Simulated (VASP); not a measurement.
# Lu (P6_3/mmc) in VASP: notebook

The runs below take Lu through single point, with PBE.

Program: VASP 6.6.1. These are calculated values, not measurements. Logs are shortened: lines on timing, memory, paths and dates and some standing lists are left out, and cuts for length are marked.

## Step 1: The structure

The structure is hexagonal, space group P6_3/mmc (No. 194). The conventional cell has a = 3.503 Å, b = 3.503 Å, c = 5.551 Å, α = 90.00°, β = 90.00°, γ = 120.00°. Around Lu (site symmetry -6m2) lie 12 Lu at 3.43 to 3.50 Å.

## Step 2: Single point, PBE

Input file INCAR:

```
SYSTEM = Lu
  PREC = Accurate
  ENCUT = 450
  EDIFF = 1E-6
  ISMEAR = 0
  SIGMA = 0.1
  LREAL = .False.
  LASPH = .True.
  NELM = 100
  ALGO = Normal
  ISIF = 2
  LWAVE = .False.
  LCHARG = .False.
  GGA = PE
  ADDGRID = .False.
```

Input file KPOINTS:

```
regular mesh
0
Gamma
  8 8 5
  0 0 0
```

Input file POSCAR:

```
Lu
1.0
    3.5031000000      0.0000000000      0.0000000000
   -1.7515500000      3.0337735920      0.0000000000
    0.0000000000      0.0000000000      5.5509000000
Lu
2
Direct
    0.6666666667      0.3333333333      0.7500000000
    0.3333333333      0.6666666667      0.2500000000
```

Potentials or basis: VASP PAW PBE potentials, release 64 (Lu_3), 4f in core.

Command:

```
$ cat potpaw_PBE.64/Lu_3/POTCAR > POTCAR
$ mpirun -np 1 vasp_std > vasp.out
```

OUTCAR:

```text
SYSTEM = Lu
   PREC = Accurate
   ENCUT = 450
   EDIFF = 1E-6
   ISMEAR = 0
   LREAL = .False.
   LASPH = .True.
   NELM = 100
   ISIF = 2
   GGA = PE

 Found     30 irreducible k-points:

 Following reciprocal coordinates:
            Coordinates               Weight
  0.000000  0.000000  0.000000      1.000000
  0.125000  0.000000  0.000000      6.000000
  0.250000  0.000000  0.000000      6.000000
  0.375000  0.000000  0.000000      6.000000
  0.500000  0.000000  0.000000      3.000000
  0.125000  0.125000  0.000000      6.000000
   k-points           NKPTS =     30   k-points in BZ     NKDIM =     30   number of bands    NBANDS=     13
   number of dos      NEDOS =    301   number of ions     NIONS =      2
   total plane-waves  NPLWV =  23040
   dimension x,y,z NGX =    24 NGY =   24 NGZ =   40
   dimension x,y,z NGXF=    48 NGYF=   48 NGZF=   80
   ions per type =               2
   NGX,Y,Z   is equivalent  to a cutoff of  11.39, 11.39, 11.98 a.u.
   NGXF,Y,Z  is equivalent  to a cutoff of  22.78, 22.78, 23.96 a.u.
 SYSTEM =  Lu
   PREC   = accura    normal or accurate (medium, high low for compatibility)
   ISTART =      0    job   : 0-new  1-cont  2-samecut
   ICHARG =      2    charge: 1-file 2-atom 10-const
   ISPIN  =      1    spin polarized calculation?
   LNONCOLLINEAR =      F non collinear calculations
   LSORBIT =      F    spin-orbit coupling
   LASPH  =      T    aspherical Exc in radial PAW
   ENCUT  =  450.0 eV  33.07 Ry    5.75 a.u.   6.06  6.06  9.60*2*pi/ulx,y,z
   NELM   =    100;   NELMIN=  2; NELMDL= -5     # of ELM steps
   EDIFF  = 0.1E-05   stopping-criterion for ELM
   LREAL  =      F    real-space projection
   EDIFFG = 0.1E-04   stopping-criterion for IOM
   NSW    =      0    number of steps for IOM
   IBRION =     -1    ionic relax: 0-MD 1-quasi-New 2-CG
   NFREE  =      0    steps in history (QN), initial steepest desc. (CG)
   ISIF   =      2    stress and relaxation
   ISYM   =      2    0-nonsym 1-usesym 2-fastsym
   POTIM  = 0.5000    time-step for ionic-motion
   TEBEG  =    0.0;   TEEND  =   0.0 temperature during run
   PSTRESS=    0.0 pullay stress
   NELECT =      18.0000    total number of electrons
   NUPDOWN=      -1.0000    fix difference up-down
   EMIN   =  10.00;   EMAX   =-10.00  energy-range for DOS
   EFERMI =   0.00;   METHOD = LEGACY
   ISMEAR =     0;   SIGMA  =   0.10  broadening in eV -4-tet -1-fermi 0-gaus
   EFERMI_NEDOS =   21; number of points for ismear=-14 and -15
   IALGO  =     38    algorithm
   IMIX   =      4    mixing-type and parameters
     AMIX     =   0.40;   BMIX     =  1.00
     AMIX_MAG =   1.60;   BMIX_MAG =  1.00
  volume/ion in A,a.u.               =      29.50       199.05
  Fermi-wavevector in a.u.,A,eV,Ry     =   1.102130  2.082723 16.526853  1.214689
  Thomas-Fermi vector in A             =   2.238568
   LORBIT       =      0    0 simple, 1 ext, 2 COOP (PROOUT), +10 PAW based schemes
   GGA     = PE    functional components
   LHFCALC =     F    Hartree Fock is set to
   AEXX    =    0.0000 exact exchange contribution
   IVDW    =     0    specifies the selected vdW correction
   LEPSILON=     F    determine dielectric tensor
   LRPA    =     F    only Hartree local field effects (RPA)
 non-spin polarized calculation
 Gauss-broadening in eV      SIGMA  =   0.10
  energy-cutoff  :      450.00
  volume of cell :       58.99
 maximum number of plane-waves:      1296
   NGX = 13   NGY = 13   NGZ = 19

 number of electron      18.0000001 magnetization

 Free energy of the ion-electron system (eV)
  ---------------------------------------------------
  ext. energy  EPLUGINS =         0.00000000
  ---------------------------------------------------
  free energy    TOTEN  =        -8.90537139 eV

  energy without entropy =       -8.88319249  energy(sigma->0) =       -8.89428194

 E-fermi :   2.7686     XC(G=0):  -9.9089

 val. band max:        2.7588458735   @ k =   0.5000   0.0000   0.4000
 cond. band min:       2.7719719618   @ k =   0.5000   0.0000   0.4000
 fundamental gap:      0.0131260883
 Fermi energy:         2.7685678254

 k-point     1 :       0.0000    0.0000    0.0000
  band No.  band energies     occupation
      1     -24.2698      2.00000
      2     -23.8652      2.00000
      3     -23.8652      2.00000
      4     -23.7893      2.00000
      5     -23.7893      2.00000
      6     -23.7590      2.00000
      7      -3.2480      2.00000
      8       0.3379      2.00000
      9       3.3285      0.00000
     10       4.9889      0.00000
     11       4.9892      0.00000
     12       5.2745      0.00000
     13       5.6936      0.00000

 k-point     2 :       0.1250    0.0000    0.0000
  band No.  band energies     occupation
      1     -24.2461      2.00000
      2     -23.9137      2.00000
      3     -23.8814      2.00000
      4     -23.8401      2.00000
      5     -23.7963      2.00000
      6     -23.7700      2.00000
      7      -2.8796      2.00000
      8       0.7117      2.00000
      9       3.0861      0.00001
     10       4.2339      0.00000
     11       5.2112      0.00000
     12       5.3599      0.00000
     13       5.8446      0.00000

 k-point     3 :       0.2500    0.0000    0.0000
  band No.  band energies     occupation
      1     -24.1825      2.00000
      2     -24.0314      2.00000
      3     -23.9580      2.00000
      4     -23.9185      2.00000
      5     -23.8148      2.00000
      6     -23.8029      2.00000
      7      -1.8660      2.00000
      8       1.5706      2.00000
      9       2.5689      1.99525
     10       3.2947      0.00000
     11       4.4709      0.00000
     12       5.0259      0.00000
     13       5.3365      0.00000

 k-point     4 :       0.3750    0.0000    0.0000
  band No.  band energies     occupation
      1     -24.1496      2.00000
      2     -24.1013      2.00000
      3     -24.0695      2.00000
      4     -23.9540      2.00000
      5     -23.8531      2.00000
      6     -23.8347      2.00000
      7      -0.5023      2.00000
      8       1.7850      2.00000
      9       2.1164      2.00000
     10       2.7247      1.46464
     11       4.4906      0.00000
     12       4.6505      0.00000
     13       4.8804      0.00000

 k-point     5 :       0.5000    0.0000    0.0000
  band No.  band energies     occupation
      1     -24.1985      2.00000
      2     -24.1142      2.00000
      3     -24.0536      2.00000
      4     -23.9683      2.00000
      5     -23.8880      2.00000
      6     -23.8432      2.00000
      7       0.4369      2.00000
      8       1.3951      2.00000
      9       1.9425      2.00000
     10       2.4622      1.99999
     11       4.3053      0.00000
     12       4.7170      0.00000
     13       5.1003      0.00000

 k-point     6 :       0.1250    0.1250    0.0000
  band No.  band energies     occupation
      1     -24.2023      2.00000
      2     -23.9812      2.00000
      3     -23.9535      2.00000
      4     -23.8838      2.00000
      5     -23.8197      2.00000
      6     -23.7920      2.00000
      7      -2.1841      2.00000
      8       1.3702      2.00000
      9       2.7276      1.43777
     10       3.4948      0.00000
     11       4.6203      0.00000
     12       5.1044      0.00000
     13       5.5995      0.00000

 [... further k-points ...]

------------------------ aborting loop because EDIFF is reached ----------------------------------------

  FORCE on cell =-STRESS in cart. coord.  units (eV):
  Direction    XX          YY          ZZ          XY          YZ          ZX
  --------------------------------------------------------------------------------------
  -------------------------------------------------------------------------------------
  Total        0.1117260      0.1117260     -0.1841234      0.0000000      0.0000000      0.0000000
  in kB        3.0343502      3.0343502     -5.0005818      0.0000000      0.0000000      0.0000000
  external PRESSURE =       0.3560395 kB  Pullay stress =       0.0000000 kB

 VOLUME and BASIS-vectors are now :
 -----------------------------------------------------------------------------
  energy-cutoff  :      450.00
  volume of cell :       58.99
      direct lattice vectors                 reciprocal lattice vectors
     3.503100000  0.000000000  0.000000000     0.285461448  0.164811244  0.000000000
    -1.751550000  3.033773592  0.000000000     0.000000000  0.329622488  0.000000000
     0.000000000  0.000000000  5.550900000     0.000000000  0.000000000  0.180150967

 POSITION                                       TOTAL-FORCE (eV/Angst)
 -----------------------------------------------------------------------------------
      1.75155      1.01126      4.16318         0.000000     -0.000000      0.000000
     -0.00000      2.02252      1.38773        -0.000000      0.000000      0.000000
 -----------------------------------------------------------------------------------
    total drift:                               -0.000000      0.000000     -0.000000

  FREE ENERGIE OF THE ION-ELECTRON SYSTEM (eV)
  ---------------------------------------------------
  free  energy   TOTEN  =        -8.9053713948 eV

  energy  without entropy=       -8.8831924886  energy(sigma->0) =       -8.89428194
```

It took 6.7 s on 1 thread of Intel Xeon 6975P-C (Granite Rapids), shared host; peak memory 0.16 GiB.

These settings aren't checked as converged: the numbers below hold their error.

What came out:

- Free energy: -8.9054 eV
- Pressure: 0.0 GPa
- Band gap on the k mesh: none (metal or under the smearing width)

## Step 3: Single point, PBE

INCAR is that of step 2.

KPOINTS is that of step 2.

Input file POSCAR:

```
Lu
1.0
    3.5031000000      0.0000000000      0.0000000000
   -1.7515500000      3.0337735920      0.0000000000
    0.0000000000      0.0000000000      5.5509000000
Lu
2
Direct
    0.6483880000      0.2977880000      0.7516770000
    0.3414390000      0.6668870000      0.2457360000
```

Potentials or basis: VASP PAW PBE potentials, release 64 (Lu_3), 4f in core.

Command:

```
$ cat potpaw_PBE.64/Lu_3/POTCAR > POTCAR
$ mpirun -np 1 vasp_std > vasp.out
```

Run time: 28 s. Hardware: 1 thread of Intel Xeon 6975P-C (Granite Rapids), shared host; peak memory 0.22 GiB.

The run converged, but some of its settings lie outside the range that counts as converged, so its numbers aren't taken as properties of the crystal.

What came out:

| Property | Result |
| --- | --- |
| Free energy | -8.8948 eV |
| Pressure | 0.0 GPa |
| Largest force | 0.207 eV/Å |
| Band gap on the k mesh | none (metal or under the smearing width) |

(Part 1 of 2 ends here.)
